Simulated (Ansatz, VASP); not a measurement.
# MgO in VASP and in Ansatz

```
CELL_PARAMETERS angstrom
3.24026 0.00000 0.00000
-1.62013 2.80615 0.00000
0.00000 0.00000 4.88116
ATOMIC_POSITIONS crystal
Mg 0.33333 0.66667 0.00216
Mg 0.66667 0.33333 0.50216
O 0.33333 0.66667 0.40244
O 0.66667 0.33333 0.90244
```

Measurements of this composition are mostly on another form, of space group No. 225.

Alike in both runs: task single point; functional r2SCAN; k mesh 6 × 6 × 4; no spin polarisation.

|  | VASP | Ansatz |
| --- | --- | --- |
| version | VASP 6.6.1 | Ansatz 0.2.0 |
| potentials or method | VASP PAW PBE potentials, release 64 (Mg, O) | plane waves, PAW |
| plane-wave cutoff (eV) | 520 | 750 |
| occupations | gaussian, width 0.01 eV | fixed |
| valence electrons in the cell | 16 | 32 |

```tsv
	VASP	Ansatz	Ansatz less VASP
gap on the k mesh at the Fermi level (eV)	4.49	4.51	+0.015
```

The two sets of potentials don't hold the same shells in valence.

Caveats: the PAW data sets were made with another functional, which shifts forces and pressure a little (VASP). r2SCAN opens gaps a little over a GGA but as a rule still falls short of measured ones.
